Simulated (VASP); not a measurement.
# InP (F-43m) in VASP: notebook

One crystal, InP, is run at these levels: PBE; tasks: single point.

All numbers are computed with VASP 6.6.1; they aren't measurements. Logs are shortened: lines on timing, memory, paths and dates and some standing lists are left out, and cuts for length are marked.

### Step 1. The structure

The structure is cubic, space group F-43m (No. 216). The conventional cell has a = 5.861 Å, b = 5.861 Å, c = 5.861 Å, α = 90.00°, β = 90.00°, γ = 90.00°. In (site symmetry -43m) is surrounded by 4 P at 2.54 Å. P (site symmetry -43m) is surrounded by 4 In at 2.54 Å.

### Step 2. Single point, PBE

INCAR reads:

```
PREC = Accurate ; ENCUT = 800
EDIFF = 0.01 ; ISMEAR = 0
SIGMA = 0.05 ; LREAL = False
LASPH = True ; NELM = 100
ALGO = Normal ; ISIF = 2
LWAVE = False ; LCHARG = False
GGA = PE ; NBANDS = 16
ADDGRID = False
```

KPOINTS reads:

```
regular mesh
0
Gamma
  6 6 6
```

POSCAR reads:

```
InP
1.0
    0.0000000000      2.9305000000      2.9305000000
    2.9305000000      0.0000000000      2.9305000000
    2.9305000000      2.9305000000      0.0000000000
In P
1 1
Direct
    0.0000000000      0.0000000000      0.0000000000
    0.7500000000      0.7500000000      0.7500000000
```

Potentials or basis: VASP PAW PBE potentials, release 64 (In_d, P_h).

Command:

```sh
cat potpaw_PBE.64/In_d/POTCAR potpaw_PBE.64/P_h/POTCAR > POTCAR
mpirun -np 1 vasp_std > vasp.out
```

OUTCAR:

```text
PREC = Accurate
   ENCUT = 800
   EDIFF = 0.01
   ISMEAR = 0
   LREAL = False
   LASPH = True
   NELM = 100
   ISIF = 2
   GGA = PE

 Found     16 irreducible k-points:

 Following reciprocal coordinates:
            Coordinates               Weight
  0.000000  0.000000  0.000000      1.000000
  0.166667  0.000000  0.000000      8.000000
  0.333333  0.000000  0.000000      8.000000
  0.500000  0.000000  0.000000      4.000000
  0.166667  0.166667  0.000000      6.000000
  0.333333  0.166667  0.000000     24.000000
   k-points           NKPTS =     16   k-points in BZ     NKDIM =     16   number of bands    NBANDS=     16
   number of dos      NEDOS =    301   number of ions     NIONS =      2
   total plane-waves  NPLWV =  64000
   dimension x,y,z NGX =    40 NGY =   40 NGZ =   40
   dimension x,y,z NGXF=    80 NGYF=   80 NGZF=   80
   ions per type =               1   1
   NGX,Y,Z   is equivalent  to a cutoff of  16.05, 16.05, 16.05 a.u.
   NGXF,Y,Z  is equivalent  to a cutoff of  32.09, 32.09, 32.09 a.u.
 SYSTEM =  unknown system
   PREC   = accura    normal or accurate (medium, high low for compatibility)
   ISTART =      0    job   : 0-new  1-cont  2-samecut
   ICHARG =      2    charge: 1-file 2-atom 10-const
   ISPIN  =      1    spin polarized calculation?
   LNONCOLLINEAR =      F non collinear calculations
   LSORBIT =      F    spin-orbit coupling
   LASPH  =      T    aspherical Exc in radial PAW
   ENCUT  =  800.0 eV  58.80 Ry    7.67 a.u.   9.56  9.56  9.56*2*pi/ulx,y,z
   NELM   =    100;   NELMIN=  2; NELMDL= -5     # of ELM steps
   EDIFF  = 0.1E-01   stopping-criterion for ELM
   LREAL  =      F    real-space projection
   EDIFFG = 0.1E+00   stopping-criterion for IOM
   NSW    =      0    number of steps for IOM
   IBRION =     -1    ionic relax: 0-MD 1-quasi-New 2-CG
   NFREE  =      0    steps in history (QN), initial steepest desc. (CG)
   ISIF   =      2    stress and relaxation
   ISYM   =      2    0-nonsym 1-usesym 2-fastsym
   POTIM  = 0.5000    time-step for ionic-motion
   TEBEG  =    0.0;   TEEND  =   0.0 temperature during run
   PSTRESS=    0.0 pullay stress
   NELECT =      18.0000    total number of electrons
   NUPDOWN=      -1.0000    fix difference up-down
   EMIN   =  10.00;   EMAX   =-10.00  energy-range for DOS
   EFERMI =   0.00;   METHOD = LEGACY
   ISMEAR =     0;   SIGMA  =   0.05  broadening in eV -4-tet -1-fermi 0-gaus
   EFERMI_NEDOS =   21; number of points for ismear=-14 and -15
   IALGO  =     38    algorithm
   IMIX   =      4    mixing-type and parameters
     AMIX     =   0.40;   BMIX     =  1.00
     AMIX_MAG =   1.60;   BMIX_MAG =  1.00
  volume/ion in A,a.u.               =      25.17       169.83
  Fermi-wavevector in a.u.,A,eV,Ry     =   1.162021  2.195901 18.371846  1.350293
  Thomas-Fermi vector in A             =   2.298587
   LORBIT       =      0    0 simple, 1 ext, 2 COOP (PROOUT), +10 PAW based schemes
   GGA     = PE    functional components
   LHFCALC =     F    Hartree Fock is set to
   AEXX    =    0.0000 exact exchange contribution
   IVDW    =     0    specifies the selected vdW correction
   LEPSILON=     F    determine dielectric tensor
   LRPA    =     F    only Hartree local field effects (RPA)
 non-spin polarized calculation
 Gauss-broadening in eV      SIGMA  =   0.05
  energy-cutoff  :      800.00
  volume of cell :       50.33
 maximum number of plane-waves:      2637
 NGX is ok and might be reduce to    40
   NGX = 19   NGY = 19   NGZ = 19

 number of electron      18.0000001 magnetization

 Free energy of the ion-electron system (eV)
  ---------------------------------------------------
  ext. energy  EPLUGINS =         0.00000000
  ---------------------------------------------------
  free energy    TOTEN  =        -8.37085715 eV

  energy without entropy =       -8.37085715  energy(sigma->0) =       -8.37085715

 E-fermi :   5.5947     XC(G=0):  -9.3482

 val. band max:        5.3770722089   @ k =   0.0000   0.0000   0.0000
 cond. band min:       6.0821977286   @ k =   0.0000   0.0000   0.0000
 fundamental gap:      0.7051255198
 Fermi energy:         5.5947072796

 k-point     1 :       0.0000    0.0000    0.0000
  band No.  band energies     occupation
      1      -8.7782      2.00000
      2      -8.7782      2.00000
      3      -8.7782      2.00000
      4      -8.6246      2.00000
      5      -8.6246      2.00000
      6      -6.1422      2.00000
[... 8 lines left out ...]
     15      14.8169      0.00000
     16      14.8169      0.00000

 k-point     2 :       0.1667    0.0000    0.0000
  band No.  band energies     occupation
      1      -8.8109      2.00000
      2      -8.7657      2.00000
      3      -8.7657      2.00000
      4      -8.6242      2.00000
      5      -8.6242      2.00000
      6      -5.8282      2.00000
[... 8 lines left out ...]
     15      13.9899      0.00000
     16      14.8356      0.00000

 k-point     3 :       0.3333    0.0000    0.0000
  band No.  band energies     occupation
      1      -8.8713      2.00000
      2      -8.7457      2.00000
      3      -8.7457      2.00000
      4      -8.6177      2.00000
      5      -8.6177      2.00000
      6      -5.0186      2.00000
[... 8 lines left out ...]
     15      14.4672      0.00000
     16      14.4672      0.00000

 k-point     4 :       0.5000    0.0000    0.0000
  band No.  band energies     occupation
      1      -8.8995      2.00000
      2      -8.7390      2.00000
      3      -8.7390      2.00000
      4      -8.6111      2.00000
      5      -8.6111      2.00000
      6      -4.4153      2.00000
[... 8 lines left out ...]
     15      15.9985      0.00000
     16      15.9985      0.00000

 k-point     5 :       0.1667    0.1667    0.0000
  band No.  band energies     occupation
      1      -8.8335      2.00000
      2      -8.7528      2.00000
      3      -8.7528      2.00000
      4      -8.6355      2.00000
      5      -8.6158      2.00000
      6      -5.7252      2.00000
[... 8 lines left out ...]
     15      15.0621      0.00000
     16      15.8659      0.00000

 k-point     6 :       0.3333    0.1667    0.0000
  band No.  band energies     occupation
      1      -8.8807      2.00000
      2      -8.7350      2.00000
      3      -8.7297      2.00000
      4      -8.6403      2.00000
      5      -8.6082      2.00000
      6      -5.0731      2.00000
[... 8 lines left out ...]
     15      15.3273      0.00000
     16      16.1213      0.00000

 [... further k-points ...]

------------------------ aborting loop because EDIFF is reached ----------------------------------------

  FORCE on cell =-STRESS in cart. coord.  units (eV):
  Direction    XX          YY          ZZ          XY          YZ          ZX
  --------------------------------------------------------------------------------------
  -------------------------------------------------------------------------------------
  Total        0.9331907      0.9331907      0.9331907      0.0000000      0.0000000      0.0000000
  in kB       29.7047440     29.7047440     29.7047440      0.0000000      0.0000000      0.0000000
  external PRESSURE =      29.7047440 kB  Pullay stress =       0.0000000 kB

 VOLUME and BASIS-vectors are now :
 -----------------------------------------------------------------------------
  energy-cutoff  :      800.00
  volume of cell :       50.33
      direct lattice vectors                 reciprocal lattice vectors
     0.000000000  2.930500000  2.930500000    -0.170619348  0.170619348  0.170619348
     2.930500000  0.000000000  2.930500000     0.170619348 -0.170619348  0.170619348
     2.930500000  2.930500000  0.000000000     0.170619348  0.170619348 -0.170619348

 POSITION                                       TOTAL-FORCE (eV/Angst)
 -----------------------------------------------------------------------------------
      0.00000      0.00000      0.00000        -0.000000     -0.000000     -0.000000
      4.39575      4.39575      4.39575         0.000000      0.000000      0.000000
 -----------------------------------------------------------------------------------
    total drift:                                0.000000      0.000000     -0.000000

  FREE ENERGIE OF THE ION-ELECTRON SYSTEM (eV)
  ---------------------------------------------------
  free  energy   TOTEN  =        -8.3708571523 eV

  energy  without entropy=       -8.3708571523  energy(sigma->0) =       -8.37085715
```

Wall time 11 s (1 thread of Intel Xeon Platinum 8488C (Sapphire Rapids), shared host); peak memory 0.23 GiB.

The run converged, but some of its settings lie outside the range that counts as converged, so its numbers aren't taken as properties of the crystal.

What came out:

```yaml
Free_energy: -8.3709 eV
Pressure: 3.0 GPa
Band_gap_on_the_k_mesh: 0.71 eV, direct
```

Caveat: spin-orbit coupling is left out, which moves the levels of the heavy elements.

### Step 3. Single point, PBE

INCAR: that of step 2 with these lines changed.

```diff
@@ -1,3 +1,3 @@
 PREC = Accurate ; ENCUT = 800
-EDIFF = 0.01 ; ISMEAR = 0
+EDIFF = 0.001 ; ISMEAR = 0
 SIGMA = 0.05 ; LREAL = False
```

KPOINTS is that of step 2.

POSCAR is that of step 2.

Potentials or basis: VASP PAW PBE potentials, release 64 (In_d, P_h).

Command:

```sh
cat potpaw_PBE.64/In_d/POTCAR potpaw_PBE.64/P_h/POTCAR > POTCAR
mpirun -np 1 vasp_std > vasp.out
```

It took 12 s on 1 thread of Intel Xeon Platinum 8488C (Sapphire Rapids), shared host; peak memory 0.23 GiB.

The run converged, but some of its settings lie outside the range that counts as converged, so its numbers aren't taken as properties of the crystal.

What came out:

```yaml
Free_energy: -8.3714 eV
Pressure: 3.7 GPa
Band_gap_on_the_k_mesh: 0.70 eV, direct
```

Caveat: spin-orbit coupling is left out, which moves the levels of the heavy elements.
